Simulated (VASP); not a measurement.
# Ru (P6_3/mmc) in VASP: further runs

One crystal, Ru, is run at these levels: PBEsol; tasks: single point.

All numbers are computed with VASP 6.6.1; they aren't measurements. Logs are shortened: lines on timing, memory, paths and dates and some standing lists are left out, and cuts for length are marked.

### Step 1. The undisturbed crystal

It takes space group P6_3/mmc (No. 194, hexagonal). Conventional cell: a = 2.706 Å, b = 2.706 Å, c = 4.282 Å, α = 90.00°, β = 90.00°, γ = 120.00°. Ru (site symmetry -6m2) has 12 Ru at 2.65 to 2.71 Å as nearest neighbours.

### Step 2. Single point, PBEsol (grid = ENCUT=460 dk=0.35 cell=2x2x2 ISMEAR=1 SIGMA=0.1 LREAL=Auto EDIFF=1e-06)

INCAR

```
SYSTEM = Ru
PREC = Accurate
ENCUT = 460
EDIFF = 1E-6
ISMEAR = 1
SIGMA = 0.1
LREAL = Auto
LASPH = .True.
NELM = 120
ALGO = Fast
ISIF = 2
LWAVE = .False.
LCHARG = .False.
GGA = PS
NBANDS = 128
```

KPOINTS

```
Automatic mesh
0
Gamma
  4 4 3
  0 0 0
```

POSCAR

```
Ru
1.0
    5.4116000000      0.0000000000      0.0000000000
   -2.7058000000      4.6865830752      0.0000000000
    0.0000000000      0.0000000000      8.5638000000
Ru
16
Direct
    0.3333333334      0.1666666666      0.3750000000
    0.3333333334      0.1666666666      0.8750000000
    0.3333333334      0.6666666666      0.3750000000
    0.3333333334      0.6666666666      0.8750000000
    0.8333333333      0.1666666666      0.3750000000
    0.8333333333      0.1666666666      0.8750000000
    0.8333333333      0.6666666666      0.3750000000
    0.8333333333      0.6666666666      0.8750000000
    0.1666666666      0.3333333334      0.1250000000
    0.1666666666      0.3333333334      0.6250000000
    0.1666666666      0.8333333333      0.1250000000
    0.1666666666      0.8333333333      0.6250000000
    0.6666666666      0.3333333334      0.1250000000
    0.6666666666      0.3333333334      0.6250000000
    0.6666666666      0.8333333333      0.1250000000
    0.6666666666      0.8333333333      0.6250000000
```

Potentials or basis: VASP PAW PBE potentials, release 64 (Ru_pv).

On the command line:

```sh
cat potpaw_PBE.64/Ru_pv/POTCAR > POTCAR
mpirun -np 1 vasp_std > vasp.out
```

OUTCAR:

```text
SYSTEM = Ru
   PREC = Accurate
   ENCUT = 460
   EDIFF = 1E-6
   ISMEAR = 1
   LREAL = Auto
   LASPH = .True.
   NELM = 120
   ISIF = 2
   GGA = PS

 Found      8 irreducible k-points:

 Following reciprocal coordinates:
            Coordinates               Weight
  0.000000  0.000000  0.000000      1.000000
  0.250000  0.000000  0.000000      6.000000
  0.500000  0.000000  0.000000      3.000000
  0.250000  0.250000  0.000000      6.000000
  0.000000  0.000000  0.333333      2.000000
  0.250000  0.000000  0.333333     12.000000
   k-points           NKPTS =      8   k-points in BZ     NKDIM =      8   number of bands    NBANDS=    128
   number of dos      NEDOS =    301   number of ions     NIONS =     16
   total plane-waves  NPLWV =  96000
   dimension x,y,z NGX =    40 NGY =   40 NGZ =   60
   dimension x,y,z NGXF=    80 NGYF=   80 NGZF=  120
   ions per type =              16
   NGX,Y,Z   is equivalent  to a cutoff of  12.29, 12.29, 11.65 a.u.
   NGXF,Y,Z  is equivalent  to a cutoff of  24.58, 24.58, 23.30 a.u.
 SYSTEM =  Ru
   PREC   = accura    normal or accurate (medium, high low for compatibility)
   ISTART =      0    job   : 0-new  1-cont  2-samecut
   ICHARG =      2    charge: 1-file 2-atom 10-const
   ISPIN  =      1    spin polarized calculation?
   LNONCOLLINEAR =      F non collinear calculations
   LSORBIT =      F    spin-orbit coupling
   LASPH  =      T    aspherical Exc in radial PAW
   ENCUT  =  460.0 eV  33.81 Ry    5.81 a.u.   9.46  9.46 14.98*2*pi/ulx,y,z
   NELM   =    120;   NELMIN=  2; NELMDL= -5     # of ELM steps
   EDIFF  = 0.1E-05   stopping-criterion for ELM
   LREAL  =      T    real-space projection
   EDIFFG = 0.1E-04   stopping-criterion for IOM
   NSW    =      0    number of steps for IOM
   IBRION =     -1    ionic relax: 0-MD 1-quasi-New 2-CG
   NFREE  =      0    steps in history (QN), initial steepest desc. (CG)
   ISIF   =      2    stress and relaxation
   ISYM   =      2    0-nonsym 1-usesym 2-fastsym
   POTIM  = 0.5000    time-step for ionic-motion
   TEBEG  =    0.0;   TEEND  =   0.0 temperature during run
   PSTRESS=    0.0 pullay stress
   NELECT =     224.0000    total number of electrons
   NUPDOWN=      -1.0000    fix difference up-down
   EMIN   =  10.00;   EMAX   =-10.00  energy-range for DOS
   EFERMI =   0.00;   METHOD = LEGACY
   ISMEAR =     1;   SIGMA  =   0.10  broadening in eV -4-tet -1-fermi 0-gaus
   EFERMI_NEDOS =   21; number of points for ismear=-14 and -15
   IALGO  =     68    algorithm
   IMIX   =      4    mixing-type and parameters
     AMIX     =   0.40;   BMIX     =  1.00
     AMIX_MAG =   1.60;   BMIX_MAG =  1.00
  volume/ion in A,a.u.               =      13.57        91.61
  Fermi-wavevector in a.u.,A,eV,Ry     =   1.654022  3.125649 37.222674  2.735789
  Thomas-Fermi vector in A             =   2.742361
   LORBIT       =      0    0 simple, 1 ext, 2 COOP (PROOUT), +10 PAW based schemes
   GGA     = PS    functional components
   LHFCALC =     F    Hartree Fock is set to
   AEXX    =    0.0000 exact exchange contribution
   IVDW    =     0    specifies the selected vdW correction
   LEPSILON=     F    determine dielectric tensor
   LRPA    =     F    only Hartree local field effects (RPA)
 non-spin polarized calculation
 RMM-DIIS sequential band-by-band and
 Methfessel and Paxton  Order N= 1 SIGMA  =   0.10
  energy-cutoff  :      460.00
  volume of cell :      217.19
 maximum number of plane-waves:      4914
 NGX is ok and might be reduce to    40
   NGX = 19   NGY = 19   NGZ = 29

 number of electron     224.0000053 magnetization

 Free energy of the ion-electron system (eV)
  ---------------------------------------------------
  ext. energy  EPLUGINS =         0.00000000
  ---------------------------------------------------
  free energy    TOTEN  =      -162.77754576 eV

  energy without entropy =     -162.75177079  energy(sigma->0) =     -162.76895410

 E-fermi :  12.6483     XC(G=0): -14.2803

 val. band max:       12.6360018464   @ k =   0.2500   0.0000   0.3333
 cond. band min:      12.6547841389   @ k =   0.2500   0.2500   0.3333
 fundamental gap:      0.0187822925
 Fermi energy:        12.6482932232

 k-point     1 :       0.0000    0.0000    0.0000
  band No.  band energies     occupation
      1     -30.8999      2.00000
      2     -30.7860      2.00000
      3     -30.7860      2.00000
      4     -30.7860      2.00000
      5     -30.7860      2.00000
      6     -30.7860      2.00000
[... 116 lines left out ...]
    123      14.4136     -0.00000
    124      14.4207     -0.00000

 k-point     2 :       0.2500    0.0000    0.0000
  band No.  band energies     occupation
      1     -30.8471      2.00000
      2     -30.7340      2.00000
      3     -30.7340      2.00000
      4     -30.7340      2.00000
      5     -30.7340      2.00000
      6     -30.6955      2.00000
[... 116 lines left out ...]
    123      14.2012     -0.00000
    124      14.2135     -0.00000

 k-point     3 :       0.5000    0.0000    0.0000
  band No.  band energies     occupation
      1     -30.7051      2.00000
      2     -30.7051      2.00000
      3     -30.6674      2.00000
      4     -30.6674      2.00000
      5     -30.6674      2.00000
      6     -30.6674      2.00000
[... 116 lines left out ...]
    123      14.2798     -0.00000
    124      14.3437     -0.00000

 k-point     4 :       0.2500    0.2500    0.0000
  band No.  band energies     occupation
      1     -30.7495      2.00000
      2     -30.6763      2.00000
      3     -30.6763      2.00000
      4     -30.6025      2.00000
      5     -30.6025      2.00000
      6     -30.6025      2.00000
[... 116 lines left out ...]
    123      14.0691     -0.00000
    124      14.1117     -0.00000

 k-point     5 :       0.0000    0.0000    0.3333
  band No.  band energies     occupation
      1     -30.8266      2.00000
      2     -30.8070      2.00000
      3     -30.8070      2.00000
      4     -30.8070      2.00000
      5     -30.7547      2.00000
      6     -30.7547      2.00000
[... 116 lines left out ...]
    123      14.3671     -0.00000
    124      14.3739     -0.00000

 k-point     6 :       0.2500    0.0000    0.3333
  band No.  band energies     occupation
      1     -30.7839      2.00000
      2     -30.7508      2.00000
      3     -30.7508      2.00000
      4     -30.7300      2.00000
      5     -30.6968      2.00000
      6     -30.6968      2.00000
[... 116 lines left out ...]
    123      13.9538     -0.00000
    124      13.9540     -0.00000

 [... further k-points ...]

 [bands above 124 left out]

------------------------ aborting loop because EDIFF is reached ----------------------------------------

  FORCE on cell =-STRESS in cart. coord.  units (eV):
  Direction    XX          YY          ZZ          XY          YZ          ZX
  --------------------------------------------------------------------------------------
  -------------------------------------------------------------------------------------
  Total       -8.6122582     -8.6122582    -10.2514758      0.0000000     -0.0000000      0.0000000
  in kB      -63.5300356    -63.5300356    -75.6220503      0.0000000     -0.0000000      0.0000000
  external PRESSURE =     -67.5607072 kB  Pullay stress =       0.0000000 kB

 VOLUME and BASIS-vectors are now :
 -----------------------------------------------------------------------------
  energy-cutoff  :      460.00
  volume of cell :      217.19
      direct lattice vectors                 reciprocal lattice vectors
     5.411600000  0.000000000  0.000000000     0.184788233  0.106687536  0.000000000
    -2.705800000  4.686583075  0.000000000     0.000000000  0.213375072  0.000000000
     0.000000000  0.000000000  8.563800000     0.000000000  0.000000000  0.116770592

 POSITION                                       TOTAL-FORCE (eV/Angst)
 -----------------------------------------------------------------------------------
      1.35290      0.78110      3.21143         0.000000     -0.000000     -0.000000
      1.35290      0.78110      7.49333        -0.000000     -0.000000     -0.000000
      0.00000      3.12439      3.21143        -0.000000     -0.000000     -0.000000
      0.00000      3.12439      7.49333        -0.000000     -0.000000     -0.000000
      4.05870      0.78110      3.21143        -0.000000      0.000000      0.000000
      4.05870      0.78110      7.49333        -0.000000     -0.000000      0.000000
[... 8 lines left out ...]
      1.35290      3.90549      1.07048        -0.000000     -0.000000     -0.000000
      1.35290      3.90549      5.35238        -0.000000      0.000000     -0.000000
 -----------------------------------------------------------------------------------
    total drift:                                0.000001      0.000002     -0.000000

  FREE ENERGIE OF THE ION-ELECTRON SYSTEM (eV)
  ---------------------------------------------------
  free  energy   TOTEN  =      -162.7775457586 eV

  energy  without entropy=     -162.7517707915  energy(sigma->0) =     -162.76895410
```

Wall time 3.1 min (1 thread of Intel Xeon 6975P-C (Granite Rapids), shared host); peak memory 0.36 GiB.

These settings aren't checked as converged: the numbers below hold their error.

What came out:

```
Free energy            : -162.7775 eV
Pressure               : -6.8 GPa
Band gap on the k mesh : none (metal or under the smearing width)
```

Caveat: the PAW data sets were made with another functional, which shifts forces and pressure a little.

[end of part 1 of 2]
